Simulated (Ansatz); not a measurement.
# Quasi-harmonic thermodynamics of AlAs (F-43m), part 2 of 2

Wanted: α(T), C_P(T) and B(T) of AlAs in the quasi-harmonic approximation.

Measurements to reproduce:
- heat capacity C_P per formula unit 45.8 J/mol/K and bulk modulus 77 GPa near room temperature (given in “High-Throughput Prediction of Finite-Temperature Properties using the Quasi-Harmonic Approximation”, 2016, arXiv:1603.06924)

Ansatz 0.2.0; DFT LDA, scalar-relativistic, plane waves, PAW.

So far, isothermal bulk modulus at 298 K (GPa): step 6 (phonons on strained cells, cutoff 550 eV, k-mesh 8×8×8) 72.7. The relaxed cell has a = 5.629 Å (conventional setting).

## 7. Phonons on strained cells, cutoff 487.2 eV, k-mesh 12×12×12 (continued)

Expansion coefficient against temperature; values in 1e-6/K:

| temperature (K) | volume | principal 1 |
| --- | --- | --- |
| 0 | 0 | 0 |
| 50 | -2.42 | -0.81 |
| 100 | 0.57 | 0.19 |
| 150 | 5.33 | 1.78 |
| 200 | 8.69 | 2.9 |
| 250 | 10.8 | 3.61 |
| 298 | 12.2 | 4.07 |
| 300 | 12.3 | 4.09 |
| 350 | 13.2 | 4.42 |
| 400 | 14.0 | 4.66 |
| 450 | 14.5 | 4.85 |
| 500 | 15.0 | 5 |
| 550 | 15.4 | 5.12 |
| 600 | 15.7 | 5.23 |
| 650 | 16.0 | 5.33 |
| 700 | 16.3 | 5.42 |
| 750 | 16.5 | 5.5 |
| 800 | 16.7 | 5.58 |

Changing the k-mesh (8×8×8 → 12×12×12) and the cutoff (550 → 487.2 eV) takes the volume expansion at 298 K from 12.2 to 12.2 × 10⁻⁶/K and B_T from 72.7 to 72.7 GPa.

## 8. Phonons on strained cells, cutoff 487.2 eV

input.yaml

```yaml
crystal:
  lattice:
    - [0.0, 2.8145445165, 2.8145445165]
    - [2.8145445165, 0.0, 2.8145445165]
    - [2.8145445165, 2.8145445165, 0.0]
  atoms:
    - { symbol: Al, position: [0.0, 0.0, 0.0] }
    - { symbol: As, position: [0.25, 0.25, 0.25] }
kpoints:
  mp_grid: { grid: [8, 8, 8] }
hamiltonian:
  xc: lda
scf:
  occupations: { method: fixed }
  lower_state_search: "off"
output:
  eigenvalues: true
phonons:
  method: dfpt
  qmesh: [4, 4, 4]
  temperatures: { t_max: 800.0, t_step: 50 }
  thermal_expansion: {}
```

A lower cutoff is cheaper; the question is how far the property drifts.

Started as:

```bash
$ ansatz run input.yaml --threads 4 --pin off --max-ram 16384MiB --backend cpu --events-out ev --progress --plain --runs-dir out
```

The job ended after 5.3 min (4 threads of Arm Neoverse V2, shared host; peak memory 1.2 GiB; 20 min of CPU time).

Strained cells of the study; zero-point energy where phonons were solved; the pressures are stresses at a fixed cutoff and can carry an offset from the finite basis. Expansion cells, by row:

| cell | \|a\| (Å) | \|b\| (Å) | \|c\| (Å) | V (Å³/atom) | E - E_lowest (meV/atom) | pressure, compression positive (GPa) | gap (eV) | zero-point energy (meV/atom) |
| --- | --- | --- | --- | --- | --- | --- | --- | --- |
| 1 | 3.98 | 3.98 | 3.98 | 22.3 | 0 | -0.008 | 1.323 | - |
| 2 | 4.012 | 4.012 | 4.012 | 22.84 | 2.954 | -1.724 | 1.362 | - |
| 3 | 3.949 | 3.949 | 3.949 | 21.77 | 3.057 | 1.892 | 1.282 | - |
| 4 | 3.981 | 3.981 | 3.981 | 22.3 | 0 | -0.023 | 1.324 | 43.96 |
| 5 | 4.001 | 4.001 | 4.001 | 22.64 | 1.197 | -1.117 | 1.348 | 43.28 |
| 6 | 3.99 | 3.99 | 3.99 | 22.46 | 0.27 | -0.543 | 1.335 | 43.64 |
| 7 | 4.009 | 4.009 | 4.009 | 22.77 | 2.317 | -1.536 | 1.358 | 43.01 |
| 8 | 3.941 | 3.941 | 3.941 | 21.64 | 4.747 | 2.384 | 1.272 | - |
| 9 | 3.961 | 3.961 | 3.961 | 21.97 | 1.157 | 1.143 | 1.298 | - |
| 10 | 4.023 | 4.023 | 4.023 | 23.01 | 5.137 | -2.241 | 1.375 | - |

Changing the k-mesh (12×12×12 → 8×8×8) takes the volume expansion at 298 K from 12.2 to 12.2 × 10⁻⁶/K and B_T from 72.7 to 72.7 GPa.

## 9. Side by side

Times are for 4 threads of Arm Neoverse V2, shared host. Results by setting:

| no. | functional | cutoff (eV) | k-mesh | q-mesh | method | pressure (GPa) | volume expansion coefficient at 298 K (1e-6/K) | C_P at 298 K (J/mol-atom/K) | isothermal bulk modulus at 298 K (GPa) | time | memory (GiB) |
| --- | --- | --- | --- | --- | --- | --- | --- | --- | --- | --- | --- |
| 1 | lda | 550 | 8×8×8 | 4×4×4 | dfpt | 0 | 12.18 | 22.04 | 72.74 | 6.6 min | 1.2 |
| 2 | lda | 487.2 | 12×12×12 | 4×4×4 | dfpt | 0 | 12.22 | 22.04 | 72.67 | 16 min | 2.9 |
| 3 | lda | 487.2 | 8×8×8 | 4×4×4 | dfpt | 0 | 12.19 | 22.04 | 72.75 | 5.3 min | 1.2 |

The runs together, line volume. Table of expansion coefficient, volume by temperature; values in 1e-6/K:

| temperature (K) | lda, 550, 8×8×8, 4×4×4, dfpt, 0 | lda, 487.2, 12×12×12, 4×4×4, dfpt, 0 | lda, 487.2, 8×8×8, 4×4×4, dfpt, 0 |
| --- | --- | --- | --- |
| 0 | 0 | 0 | 0 |
| 50 | -2.43 | -2.42 | -2.42 |
| 100 | 0.55 | 0.57 | 0.56 |
| 150 | 5.3 | 5.33 | 5.31 |
| 200 | 8.66 | 8.69 | 8.66 |
| 250 | 10.8 | 10.8 | 10.8 |
| 298 | 12.2 | 12.2 | 12.2 |
| 300 | 12.2 | 12.3 | 12.2 |
| 350 | 13.2 | 13.2 | 13.2 |
| 400 | 13.9 | 14.0 | 13.9 |
| 450 | 14.5 | 14.5 | 14.5 |
| 500 | 14.9 | 15.0 | 15.0 |
| 550 | 15.3 | 15.4 | 15.3 |
| 600 | 15.7 | 15.7 | 15.7 |
| 650 | 15.9 | 16.0 | 16.0 |
| 700 | 16.2 | 16.3 | 16.2 |
| 750 | 16.5 | 16.5 | 16.5 |
| 800 | 16.7 | 16.7 | 16.7 |

The runs together, line C_P. The heat capacity, C_P by temperature; values in J/mol-atom/K:

| temperature (K) | lda, 550, 8×8×8, 4×4×4, dfpt, 0 | lda, 487.2, 12×12×12, 4×4×4, dfpt, 0 | lda, 487.2, 8×8×8, 4×4×4, dfpt, 0 |
| --- | --- | --- | --- |
| 0 | 0 | 0 | 0 |
| 50 | 5.36 | 5.36 | 5.36 |
| 100 | 11.7 | 11.7 | 11.7 |
| 150 | 16.3 | 16.3 | 16.3 |
| 200 | 19.2 | 19.2 | 19.2 |
| 250 | 21.0 | 21.0 | 21.0 |
| 298 | 22.0 | 22.0 | 22.0 |
| 300 | 22.1 | 22.1 | 22.1 |
| 350 | 22.8 | 22.8 | 22.8 |
| 400 | 23.3 | 23.3 | 23.3 |
| 450 | 23.7 | 23.7 | 23.7 |
| 500 | 23.9 | 23.9 | 23.9 |
| 550 | 24.1 | 24.1 | 24.1 |
| 600 | 24.3 | 24.3 | 24.3 |
| 650 | 24.4 | 24.4 | 24.4 |
| 700 | 24.5 | 24.5 | 24.5 |
| 750 | 24.6 | 24.6 | 24.6 |
| 800 | 24.7 | 24.7 | 24.7 |

## 10. What came out

```
settings of these figures                        : LDA, 487.2 eV, k 12×12×12, q 4×4×4
volume expansion coefficient at 298 K            : 12.22 1e-6/K
C_P at 298 K                                     : 22.04 J/mol-atom/K
entropy at 298 K                                 : 27.44 J/mol-atom/K
isothermal bulk modulus at 298 K                 : 72.67 GPa
Grüneisen parameter at 298 K                     : 0.5453
volume at 298 K                                  : 22.43 Å³/atom
principal linear expansion coefficients at 298 K : 4.073, 4.073, 4.073 1e-6/K
```

What this shows: Near room temperature AlAs expands by 12.2 × 10⁻⁶/K in volume by LDA, with C_P = 22.0 J/(mol K) per mole of atoms and B_T = 72.7 GPa. At low temperature the volume shrinks on warming, because modes with negative Grüneisen parameters outweigh the rest; the coefficient turns positive near 90 K. C_P at room temperature is 88 % of the classical 3R an atom, so the stiffest modes are still partly frozen out. A measured bulk modulus near room temperature is 77 GPa (arXiv:1603.06924); the calculated 72.7 GPa differs by -6 %. The table does not say whether its value is isothermal or adiabatic. A measured heat capacity per formula unit near room temperature is 45.8 J/mol/K (arXiv:1603.06924); the calculated 44.1 J/mol/K differs by -4 %. Changing the k-mesh and cutoff moves the volume expansion at 298 K between 12.2 and 12.2 × 10⁻⁶/K, while the CPU time spans a factor of 3.0. The interpolation has no quadrupole term, so branches near the zone centre are less sure, since this crystal has sites that are not centres of inversion. The PAW files were made for PBE and are used here under another functional, for which the program regenerates the frozen cores.

[Logs are printed without paths, hosts, clocks, repeated set-up lines and the standing remarks that a program may print on its own settings, such as how far it seeks lower states.]

[Hosts, paths, dates, database ids (printed as entryN), source tags and the programs' standing remarks are cut or masked in the printed files.]

[A step with changed settings may run another functional than the one named; its input shows which.]
